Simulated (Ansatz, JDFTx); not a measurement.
GaP: 3 runs at one level of theory

```
CELL_PARAMETERS angstrom
0.00000 2.72525 2.72525
2.72525 0.00000 2.72525
2.72525 2.72525 0.00000
ATOMIC_POSITIONS crystal
Ga 0.00000 0.00000 0.00000
P 0.75000 0.75000 0.75000
```

Alike in all runs: task single point; functional PBEsol; dispersion D3(BJ); k mesh 6 × 6 × 6; occupations fermi-dirac, width 0.1 eV; spin-orbit coupling, no magnetisation; with spin-orbit coupling. Pressure is positive in compression and, in plane waves, holds the error of the finite cutoff, which Ansatz's Pulay term estimates and takes out.

```tsv
program and potentials	plane-wave cutoff (eV)	notes	band gap (eV)	pressure (GPa)
Ansatz, Ansatz PAW	420	potentials made for PBE, which Ansatz adapts in part	?	?
Ansatz, all-electron LAPW, relativistic spinors	-	-	1.48	-2.76
JDFTx, PseudoDojo-FR-PBEsol-0.4-standard with smoothed tails	1116	-	1.49	-2.65
```

Problem. Estimate from the other rows what the run with Ansatz, Ansatz PAW gave.

Solution. Band gap 1.48 eV; pressure -2.75 GPa. Its pressure holds a Pulay term of +0.04 GPa. The other rows, which needn't bracket it: band gap 1.48 to 1.49; pressure -2.76 to -2.65.
